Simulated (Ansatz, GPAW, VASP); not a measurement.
# ZnS: 4 runs at one level of theory

```
Zn S
1.0
     0.00000    2.70200    2.70200
     2.70200    0.00000    2.70200
     2.70200    2.70200    0.00000
Zn S
1 1
Cartesian
  4.0530 4.0530 4.0530
  0.0000 0.0000 0.0000
```

Alike in all runs: task single point; functional PBE; k mesh 9 × 9 × 9; occupations gaussian, width 0.011 eV; no spin polarisation; no spin-orbit coupling. Pressure is positive in compression and, in plane waves, holds the error of the finite cutoff, which Ansatz's Pulay term estimates and takes out.

```csv
program and potentials,plane-wave cutoff (eV),notes,pressure (GPa)
"Ansatz, Ansatz PAW",420,Pulay term of +0.07 GPa included,1.60
"GPAW, GPAW PAW data sets (gpaw-data 1.2.1)",600,-,?
"Ansatz, all-electron LAPW, scalar-relativistic",-,-,1.61
"VASP, PBE PAW files S, Zn, 520 eV",520,-,1.76
```

Task: Estimate from the other rows what the run with GPAW, GPAW PAW data sets (gpaw-data 1.2.1) gave.

Result: Pressure 1.62 GPa. The other rows, which needn't bracket it: pressure 1.60 to 1.76.
